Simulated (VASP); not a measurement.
# PbSe (Clausthalite) (Fm-3m) in VASP: settings compared

PbSe (Clausthalite) is run at these levels: revPBE+D3(BJ), BLYP+D4; tasks: single point.

Everything below comes from runs of VASP 6.6.1. Logs are shortened: lines on timing, memory, paths and dates and some standing lists are left out, and cuts for length are marked.

**Measured values to compare with.**

From a printed reference work, monograph, for a bulk crystal of PbSe: band gap 0.15 eV (direct) at 4.2 K; band gap 0.28 eV (direct) at 300 K.

The results are compared with them further down.

## Step 1: The cell of the first run

It takes space group Fm-3m (No. 225, cubic). The conventional cell has a = 6.121 Å, b = 6.121 Å, c = 6.121 Å, α = 90.00°, β = 90.00°, γ = 90.00°. Within 4.0 Å of Pb (site symmetry m-3m) lie 6 Se at 3.06 Å. Within 4.0 Å of Se (site symmetry m-3m) lie 6 Pb at 3.06 Å.

## Step 2: Single point, revPBE+D3(BJ)

INCAR reads:

```
SYSTEM = PbSe
PREC = Accurate ; ENCUT = 520
EDIFF = 1E-6 ; ISMEAR = -1
SIGMA = 0.05 ; LREAL = .FALSE.
LASPH = .TRUE. ; NELM = 60
ALGO = Normal ; ISIF = 2
LWAVE = .FALSE. ; LCHARG = .TRUE.
GGA = RE ; IVDW = 12
LELF = .TRUE. ; LVHAR = .TRUE.
NBANDS = 17
```

KPOINTS reads:

```
regular mesh
0
G
  8 8 8
  0 0 0
```

POSCAR reads:

```
PbSe
1.0
    0.0000000000      3.0606500000      3.0606500000
    3.0606500000      0.0000000000      3.0606500000
    3.0606500000      3.0606500000      0.0000000000
Pb Se
1 1
Direct
    0.0000000000      0.0000000000      0.0000000000
    0.5000000000      0.5000000000      0.5000000000
```

Potentials or basis: VASP PAW PBE potentials, release 64 (Pb_d, Se).

Started as:

```
> cat potpaw_PBE.64/Pb_d/POTCAR potpaw_PBE.64/Se/POTCAR > POTCAR
> mpirun -np 1 vasp_std > vasp.out
```

OUTCAR:

```text
SYSTEM = PbSe
   PREC = Accurate
   ENCUT = 520
   EDIFF = 1E-6
   ISMEAR = -1
   LREAL = .FALSE.
   LASPH = .TRUE.
   NELM = 60
   ISIF = 2
   GGA = RE
   IVDW = 12
 IVDW          = 12

 ion  position               nearest neighbor table
   1  0.000  0.000  0.000-   2 3.06   2 3.06   2 3.06   2 3.06   2 3.06   2 3.06
   2  0.500  0.500  0.500-   1 3.06   1 3.06   1 3.06   1 3.06   1 3.06   1 3.06

  LATTYP: Found a face centered cubic cell.
 ALAT       =     6.1213000000

  Lattice vectors:

 A1 = (   0.0000000000,   3.0606500000,   3.0606500000)
 A2 = (   3.0606500000,   0.0000000000,   3.0606500000)
 A3 = (   3.0606500000,   3.0606500000,   0.0000000000)

Analysis of symmetry for initial positions (statically):
=====================================================================
 Subroutine PRICEL returns:
 Original cell was already a primitive cell.

 Routine SETGRP: Setting up the symmetry group for a
 face centered cubic supercell.

 Subroutine GETGRP returns: Found 48 space group operations
 (whereof 48 operations were pure point group operations)
 out of a pool of 48 trial point group operations.

The static configuration has the point symmetry O_h .

Analysis of symmetry for dynamics (positions and initial velocities):
=====================================================================
 Subroutine PRICEL returns:
 Original cell was already a primitive cell.

 Routine SETGRP: Setting up the symmetry group for a
 face centered cubic supercell.

 Subroutine GETGRP returns: Found 48 space group operations
 (whereof 48 operations were pure point group operations)
 out of a pool of 48 trial point group operations.

The dynamic configuration has the point symmetry O_h .

 Subroutine INISYM returns: Found 48 space group operations
 (whereof 48 operations are pure point group operations),
 and found     1 'primitive' translations

----------------------------------------------------------------------------------------

                                     Primitive cell

  volume of cell :      57.3418

  direct lattice vectors                    reciprocal lattice vectors
     0.000000000  3.060650000  3.060650000    -0.163363991  0.163363991  0.163363991
     3.060650000  0.000000000  3.060650000     0.163363991 -0.163363991  0.163363991
     3.060650000  3.060650000  0.000000000     0.163363991  0.163363991 -0.163363991

  length of vectors
     4.328412740  4.328412740  4.328412740     0.282954733  0.282954733  0.282954733

  position of ions in fractional coordinates (direct lattice)
     0.000000000  0.000000000  0.000000000
     0.500000000  0.500000000  0.500000000

  ion indices of the primitive-cell ions
   primitive index   ion index
                 1           1
                 2           2

----------------------------------------------------------------------------------------

 KPOINTS: regular mesh

Automatic generation of k-mesh.
 Grid dimensions read from file:
 generate k-points for:    8    8    8

 Generating k-lattice:

  Cartesian coordinates                     Fractional coordinates (reciprocal lattice)
    -0.020420499  0.020420499  0.020420499     0.125000000  0.000000000  0.000000000
     0.020420499 -0.020420499  0.020420499     0.000000000  0.125000000  0.000000000
     0.020420499  0.020420499 -0.020420499     0.000000000  0.000000000  0.125000000

  Length of vectors
     0.035369342  0.035369342  0.035369342

  Shift w.r.t. Gamma in fractional coordinates (k-lattice)
     0.000000000  0.000000000  0.000000000

 Subroutine IBZKPT returns following result:
 ===========================================

 Found     29 irreducible k-points:

 Following reciprocal coordinates:
            Coordinates               Weight
  0.000000  0.000000  0.000000      1.000000
  0.125000  0.000000  0.000000      8.000000
  0.250000  0.000000  0.000000      8.000000
  0.375000  0.000000  0.000000      8.000000
  0.500000  0.000000  0.000000      4.000000
  0.125000  0.125000  0.000000      6.000000
[... 16 lines left out ...]
  0.500000  0.250000  0.125000     48.000000
 -0.375000  0.250000  0.125000     24.000000
 [... further k-points ...]
   k-points           NKPTS =     29   k-points in BZ     NKDIM =     29   number of bands    NBANDS=     17
   number of dos      NEDOS =    301   number of ions     NIONS =      2
   total plane-waves  NPLWV =  32768
   dimension x,y,z NGX =    32 NGY =   32 NGZ =   32
   dimension x,y,z NGXF=    64 NGYF=   64 NGZF=   64
   ions per type =               1   1
   NGX,Y,Z   is equivalent  to a cutoff of  12.29, 12.29, 12.29 a.u.
   NGXF,Y,Z  is equivalent  to a cutoff of  24.58, 24.58, 24.58 a.u.
 SYSTEM =  PbSe
   PREC   = accura    normal or accurate (medium, high low for compatibility)
   ISTART =      0    job   : 0-new  1-cont  2-samecut
   ICHARG =      2    charge: 1-file 2-atom 10-const
   ISPIN  =      1    spin polarized calculation?
   LNONCOLLINEAR =      F non collinear calculations
   LSORBIT =      F    spin-orbit coupling
   LASPH  =      T    aspherical Exc in radial PAW
   ENCUT  =  520.0 eV  38.22 Ry    6.18 a.u.   8.05  8.05  8.05*2*pi/ulx,y,z
   NELM   =     60;   NELMIN=  2; NELMDL= -5     # of ELM steps
   EDIFF  = 0.1E-05   stopping-criterion for ELM
   LREAL  =      F    real-space projection
   EDIFFG = 0.1E-04   stopping-criterion for IOM
   NSW    =      0    number of steps for IOM
   IBRION =     -1    ionic relax: 0-MD 1-quasi-New 2-CG
   NFREE  =      0    steps in history (QN), initial steepest desc. (CG)
   ISIF   =      2    stress and relaxation
   ISYM   =      2    0-nonsym 1-usesym 2-fastsym
   POTIM  = 0.5000    time-step for ionic-motion
   TEBEG  =    0.0;   TEEND  =   0.0 temperature during run
   PSTRESS=    0.0 pullay stress
   NELECT =      20.0000    total number of electrons
   NUPDOWN=      -1.0000    fix difference up-down
   EMIN   =  10.00;   EMAX   =-10.00  energy-range for DOS
   EFERMI =   0.00;   METHOD = LEGACY
   ISMEAR =    -1;   SIGMA  =   0.05  broadening in eV -4-tet -1-fermi 0-gaus
   EFERMI_NEDOS =   21; number of points for ismear=-14 and -15
   IALGO  =     38    algorithm
   IMIX   =      4    mixing-type and parameters
     AMIX     =   0.40;   BMIX     =  1.00
     AMIX_MAG =   1.60;   BMIX_MAG =  1.00
  volume/ion in A,a.u.               =      28.67       193.48
  Fermi-wavevector in a.u.,A,eV,Ry     =   1.152377  2.177676 18.068159  1.327972
  Thomas-Fermi vector in A             =   2.289028
   LORBIT       =      0    0 simple, 1 ext, 2 COOP (PROOUT), +10 PAW based schemes
   GGA     = RE    functional components
   LHFCALC =     F    Hartree Fock is set to
   AEXX    =    0.0000 exact exchange contribution
   IVDW    =    12    specifies the selected vdW correction
   LEPSILON=     F    determine dielectric tensor
   LRPA    =     F    only Hartree local field effects (RPA)
 non-spin polarized calculation
  energy-cutoff  :      520.00
  volume of cell :       57.34
 maximum number of plane-waves:      1572
   NGX = 17   NGY = 17   NGZ = 17

 number of electron      20.0000000 magnetization

 Free energy of the ion-electron system (eV)
  ---------------------------------------------------
  ext. energy  EPLUGINS =         0.00000000
  ---------------------------------------------------
  free energy    TOTEN  =        -7.55939096 eV

  energy without entropy =       -7.55918791  energy(sigma->0) =       -7.55928943

 E-fermi :   5.3377     XC(G=0):  -9.4228

 val. band max:        5.1614007990   @ k =   0.5000   0.0000   0.0000
 cond. band min:       5.5140156103   @ k =   0.5000   0.0000   0.0000
 fundamental gap:      0.3526148113
 Fermi energy:         5.3377315408

 k-point     1 :       0.0000    0.0000    0.0000
  band No.  band energies     occupation
      1     -11.7313      2.00000
      2     -11.7313      2.00000
      3     -11.7313      2.00000
      4     -11.7242      2.00000
      5     -11.7242      2.00000
      6      -8.4183      2.00000
[... 9 lines left out ...]
     16      11.7006      0.00000
     17      13.4380      0.00000

 k-point     2 :       0.1250    0.0000    0.0000
  band No.  band energies     occupation
      1     -11.7308      2.00000
      2     -11.7305      2.00000
      3     -11.7305      2.00000
      4     -11.7240      2.00000
      5     -11.7240      2.00000
      6      -8.3000      2.00000
[... 9 lines left out ...]
     16      12.0428      0.00000
     17      14.5355      0.00000

 k-point     3 :       0.2500    0.0000    0.0000
  band No.  band energies     occupation
      1     -11.7379      2.00000
      2     -11.7379      2.00000
      3     -11.7295      2.00000
      4     -11.7137      2.00000
      5     -11.7137      2.00000
      6      -7.9752      2.00000
[... 9 lines left out ...]
     16      12.9040      0.00000
     17      16.4503      0.00000

 k-point     4 :       0.3750    0.0000    0.0000
  band No.  band energies     occupation
      1     -11.7462      2.00000
      2     -11.7462      2.00000
      3     -11.7286      2.00000
      4     -11.7023      2.00000
      5     -11.7023      2.00000
      6      -7.5651      2.00000
[... 9 lines left out ...]
     16      14.1920      0.00000
     17      16.6928      0.00000
[... 343 lines left out ...]
      1     -11.7634      2.00000
      2     -11.7337      2.00000
      3     -11.7283      2.00000
      4     -11.7105      2.00000
      5     -11.7052      2.00000
      6      -7.6981      2.00000
[... 9 lines left out ...]
     16      14.7235      0.00000
     17      15.1880      0.00000

 k-point    23 :       0.5000    0.2500    0.1250
  band No.  band energies     occupation
      1     -11.7757      2.00000
      2     -11.7342      2.00000
      3     -11.7269      2.00000
      4     -11.7072      2.00000
      5     -11.6995      2.00000
      6      -7.3375      2.00000
[... 9 lines left out ...]
     16      15.1426      0.00000
     17      16.2400      0.00000

 k-point    24 :      -0.3750    0.2500    0.1250
  band No.  band energies     occupation
      1     -11.7802      2.00000
      2     -11.7371      2.00000
      3     -11.7203      2.00000
      4     -11.7107      2.00000
      5     -11.6959      2.00000
      6      -7.1608      2.00000
[... 9 lines left out ...]
     16      16.0123      0.00000
     17      16.1332      0.00000

 [... further k-points ...]

------------------------ aborting loop because EDIFF is reached ----------------------------------------

 Edisp (eV)   -1.36914

 E8    (eV) :    -0.9836

  FORCE on cell =-STRESS in cart. coord.  units (eV):
  Direction    XX          YY          ZZ          XY          YZ          ZX
  --------------------------------------------------------------------------------------
  -------------------------------------------------------------------------------------
  Total      -0.09641    -0.09641    -0.09641    -0.00000     0.00000     0.00000
  in kB      -2.69376    -2.69376    -2.69376    -0.00000     0.00000     0.00000
  external pressure =       -2.69 kB  Pullay stress =        0.00 kB

 VOLUME and BASIS-vectors are now :
 -----------------------------------------------------------------------------
  energy-cutoff  :      520.00
  volume of cell :       57.34
      direct lattice vectors                 reciprocal lattice vectors
     0.000000000  3.060650000  3.060650000    -0.163363991  0.163363991  0.163363991
     3.060650000  0.000000000  3.060650000     0.163363991 -0.163363991  0.163363991
     3.060650000  3.060650000  0.000000000     0.163363991  0.163363991 -0.163363991

 POSITION                                       TOTAL-FORCE (eV/Angst)
 -----------------------------------------------------------------------------------
      0.00000      0.00000      0.00000         0.000000     -0.000000      0.000000
      3.06065      3.06065      3.06065        -0.000000      0.000000     -0.000000
 -----------------------------------------------------------------------------------
    total drift:                                0.000000     -0.000000     -0.000000

  FREE ENERGIE OF THE ION-ELECTRON SYSTEM (eV)
  ---------------------------------------------------
  free  energy   TOTEN  =        -8.9285341895 eV

  energy  without entropy=       -8.9283311386  energy(sigma->0) =       -8.92843266
```

Wall time 12 s (1 thread of AMD EPYC 9R45 (Zen 5), shared host); peak memory 0.17 GiB.

Results:

```yaml
Free_energy: -8.9285 eV
Pressure: -0.3 GPa
Band_gap_on_the_k_mesh: 0.35 eV, direct
Dispersion_energy_per_atom: -0.685 eV
```

Caveat: the PAW data sets were made with another functional, which shifts forces and pressure a little; spin-orbit coupling is left out, which moves the levels of the heavy elements.

(Continued in part 2 of 2.)
